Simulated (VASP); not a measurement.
Input of a VASP 6.6.1 run:

File INCAR:

```
PREC = Accurate
ENCUT = 520
EDIFF = 1E-7
ISMEAR = -1
SIGMA = 0.05
LREAL = False
LASPH = True
NELM = 60
ALGO = Normal
ISIF = 2
LWAVE = False
LCHARG = False
GGA = PS
IVDW = 13
NBANDS = 16
```

The input KPOINTS:

```
regular mesh
0
Gamma
  8 8 8
```

File POSCAR:

```
InP
1.0
    0.0000000000      2.8908937935      2.8908937935
    2.8908937935      0.0000000000      2.8908937935
    2.8908937935      2.8908937935      0.0000000000
In P
1 1
Direct
    0.0000000000      0.0000000000      0.0000000000
    0.7500000000      0.7500000000      0.7500000000
```

Potentials or basis: VASP PAW PBE potentials, release 64 (In_d, P).

Run with:

```sh
$ cat potpaw_PBE.64/In_d/POTCAR potpaw_PBE.64/P/POTCAR > POTCAR
$ mpirun -np 1 vasp_std > vasp.out
```

Predict the band gap on the k mesh.

0.83 eV, direct.

Predict the pressure.

2.4 GPa.

Caveat: the PAW data sets were made with another functional, which shifts forces and pressure a little; spin-orbit coupling is left out, which moves the levels of the heavy elements.

**Experimental background.**

From a printed reference work, data compilation, for a bulk crystal of InP at 1.6 K: band gap 1.4236 eV (direct).

A measured gap of InP is 1.4236 eV (direct; 1.6 K; a printed reference work, data compilation); the calculated 0.83 eV misses it by -0.59 eV. Spin-orbit coupling on In is left out. The value is that of PBEsol+D4, without temperature or zero-point motion. Semilocal functionals fall short of measured gaps as a rule.
